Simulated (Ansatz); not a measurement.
An Ansatz input:

```yaml
crystal:
  lattice:
    - [-1.814233139, 1.814233139, 1.814233139]
    - [1.814233139, -1.814233139, 1.814233139]
    - [1.814233139, 1.814233139, -1.814233139]
  atoms:
    - { symbol: Zr, position: [0.0, 0.0, 0.0], spin: 1.0 }
hamiltonian:
  xc: r2scan
  pseudopotentials:
    kind: paw
    azcp:
      Zr: "pseudopotentials/Zr.paw.azcp"
basis:
  ecutwfc: 500
  fft_grid_basis: typed
kpoints:
  mp_grid: { grid: [20, 20, 20], shift: [0, 0, 0] }
magnetization:
  spin_polarized: true
scf:
  occupations: { method: fermi_dirac, width: 0.05 }
output:
  stress: true
```

Terminal output

```
Engine: ansatz 0.2.0, aarch64-unknown-linux-gnu
Pseudopotentials: kind: paw
Pseudopotential: Zr, paw, valence charge 12, recommended cutoff 500 eV (meta_gga) 
Functional definition: r2SCAN
  parameter k0 = 0.174
  parameter k1 = 0.065
  parameter a1 = 4.9479
  exchange = r2scan_x(k0 = k0, k1 = k1, a1 = a1)
  correlation = r2scan_c
Crystal: 1 atoms, lattice volume = 23.886 Å³
Basis set: ecut = 500 eV, 603 PW (Γ), exchange–correlation on 96×96×96 points (64 copies of the dense FFT grid, shifted against one another)
Bands: 11, of which v1, the nominal top of the filled ones, is band 6 counted from 1 (5 counted from 0)
Symmetry: 48 space group operations
Space group: Im-3m (ITA 229), of the structure as read, at distance tolerance 2.9e-5 Å
Magnetic group: BNS 229.140 (UNI 1642), of the structure as read, at distance tolerance 2.9e-5 Å
k-points: 256 of 8000
Non-local potential: Zr, projectors of the file, l = 0: 3, l = 1: 2, l = 2: 2, l = 3: 2
PAW form: soft (Blöchl's): semilocal exchange-correlation on the pseudo side does not see the compensation charge
PAW frozen core: Zr, regenerated for the run's functional (the file was generated under x = pbe(κ = 0.804, μ = 0.2195149727645171), c = pbe(β = 0.06672455060314922))
PAW one-centre angular grid: Zr, 590 points (default); XC on 160 Gauss nodes
Initial density: superposition of atomic densities (chi_scale 0.1, normalization cell)
Starting moments: Σ|m| = 1 μB on 1 of 1 site
Initial wavefunctions: pseudopotential atomic-orbital guess
Functional: x = r2scan, c = r2scan; τ floored in thin density (d = 2e-4 eV/Å³)
iter 1 solved again at ethr=2.25e-3 eV; its pass at ethr=3.10e-3 eV (dr2=2.70e-1 eV) is discarded
SCF iter   1: F=—  HF=-4194.860798 eV  |F-HF|=—  |Δ(HF+E_count)|=         —  Δρ=2.31e-2 (↑2.31e-2 ↓9.77e-3)  dr2=2.98e-1  dr2_τ=2.91e-3  dr2_m=2.03e-2  M=0.854 μB ∫|m|=0.854 μB  β_m=1.00  ethr=2.25e-3  ⟨swp⟩=1.9  Hψ=42271  notcnv=0
Mixer restart at iter 1: flushing history
SCF iter   2: F=—  HF=-4194.919171 eV  |F-HF|=—  |Δ(HF+E_count)|=         —  Δρ=1.19e-2 (↑1.19e-2 ↓7.18e-3)  dr2=7.63e-2  dr2_τ=1.77e-3  dr2_m=7.22e-3  M=0.636 μB ∫|m|=0.636 μB  β_m=1.00  ethr=2.25e-3  ⟨swp⟩=2.9  Hψ=10388  notcnv=0
Mixer restart at iter 2: flushing history
...
SCF iter  14: F=—  HF=-4194.901601 eV  |F-HF|=—  |Δ(HF+E_count)|=  4.12e-10  Δρ=6.05e-7 (↑5.72e-7 ↓6.05e-7)  dr2=1.13e-11  dr2_τ=6.46e-12  dr2_m=6.73e-11  M=-0.000 μB ∫|m|=0.000 μB  β_m=1.00  ethr=1.00e-12  ⟨swp⟩=1.0  Hψ=16635  notcnv=0  κ⁻¹=2.5e-7(r=8)
SCF iter  15: F=—  HF=-4194.901601 eV  |F-HF|=—  |Δ(HF+E_count)|=  2.21e-10  Δρ=5.00e-7 (↑4.88e-7 ↓5.00e-7)  dr2=4.51e-12  dr2_τ=4.89e-12  dr2_m=4.99e-11  M=-0.000 μB ∫|m|=0.000 μB  β_m=1.00  ethr=1.00e-12  ⟨swp⟩=2.0  Hψ=10199  notcnv=0  κ⁻¹=1.2e-7(r=8)
SCF iter  16: F=-4194.901601 eV  HF=-4194.901601 eV  |F-HF|=2.36e-11  |Δ(HF+E_count)|=  5.25e-10  Δρ=2.13e-7 (↑1.93e-7 ↓2.13e-7)  dr2=4.27e-13  dr2_τ=8.34e-13  dr2_m=8.95e-12  M=-0.000 μB ∫|m|=0.000 μB  ethr=1.00e-12  ⟨swp⟩=2.1  Hψ=10817  notcnv=0
SCF 1 converged in 16 iterations: F = -4194.901601 eV  dr2 = 4.27e-13
WARN: the starting moments were not kept: the SCF closed with an absolute magnetisation of 3.9e-5 μB, where they sum to 1 μB in size (1 site). That is at most 0.1 of that sum. Measured as dr2_m measures the in/out step, that magnetisation stands 1.9e-10 eV from none, at or under the dr2_threshold of 1.0e-7 eV: it is no larger than a step whose dr2_m would equal this threshold. The system may hold no moment; this SCF shows only that its start led to no more than that. To try another start: raise the starting moments (crystal.atoms[].spin, magnetization.per_species, magnetization.initial_magnetization, or on a non-collinear deck that types none of these the spinor_matrix: blocks that start its atoms; where the total moment is fixed, keep their sum and leave initial_magnetization as it is; typed ones take the place of any that the run laid by itself, positive ones on a crystal's lanthanoids without a Hubbard term where scf.initial_density.shell_occupations: [] is typed) or, if the notice of its spin-set hold's release reads "site moments contracting" or "site moments show no strong build", lengthen the hold (scf.mixing.spin_hold: { on: { confirm: 4 } }; for m-r²SCAN on two components see the key's manual first). Each may lead to a state that holds a moment. A second SCF, from the converged charge density, with the starting moments and any scf.initial_density.shell_occupations laid on it anew, would have followed, and was not run: the deck does not ask for one (magnetization.retry_lost_moments is false, the default). To let it run, set magnetization.retry_lost_moments: true and run the deck again, where that key's refused combinations let it; where memory then withholds it, that run's warning says so.
this state was not tested for a lower state beside it, because the mixer in use, unlike msr1, does not test its closes by its own steps (another_mixer; see scf.mixing.algorithm and scf.lower_state_search)
SCF converged after 16 iterations
Magnetization: -0.0000 μB (6.0000 up, 6.0000 down)
Absolute magnetization: 0.0000 μB (∫|ρ↑−ρ↓|, with the PAW one-centre terms)
Spin contamination: 0.0000 ħ² per cell (⟨S²⟩ above its minimum at these occupations)
Per-site moments (μB) at R_I (Å): [(-2.4909839167269756e-5, 1.2962168890783075)]
Free energy (F): -4194.901601 eV
Harris-Foulkes:  -4194.901601 eV  (|F-HF|=2.36e-11)
Internal energy: -4194.886238 eV  (E = F + TS)
E sigma→0 (E₀):  -4194.893920 eV
Entropy (-TS):   -0.015362 eV (-15.362 meV/atom)
Fermi energy:    13.334982 eV
--- Per-component energies (eV) ---
  E_band       = -111.140092
  E_kinetic    = 331.126721
  E_local      = -636.768702  (includes V_loc(G=0)·N_el)
  E_nonlocal   = 80.222271
  E_hartree    = 196.407829
  E_xc         = -154.777185
  E_vxc        = -209.860651  (∫ρ·V_xc dr)
  E_paw        = -2971.081423  (= ΣΔE_a)
  E_vpaw       = -81.127671  (= ΣTr[D̂ρ^β])
  E_aug_tail   = 0.000009  (compensation charges beyond the density's cutoff)
  E_vtau       = 12.452263  (kinetic-family band-sum trace: ∫τ·v_τ [+ j·A + Jᵃ·Aᵃ] dr)
  E_ewald      = -1039.851016
  E_core_change = -0.164742  (= ΣΔE_core)
  E_smearing   = -0.015362  (= −TS)
  E_closure    = 0.000000  (closes the sum)
  Σ components = -4194.901601   (vs F -4194.901601, Δ=0.00e0)
--- Stress (GPa, compression-positive) ---
       -3.338310       0.000000      -0.000000
       -0.000000      -3.338310       0.000000
        0.000000      -0.000000      -3.338310
  P = ⅓ Tr σ = -3.3383 GPa (-33.383 kbar)
```
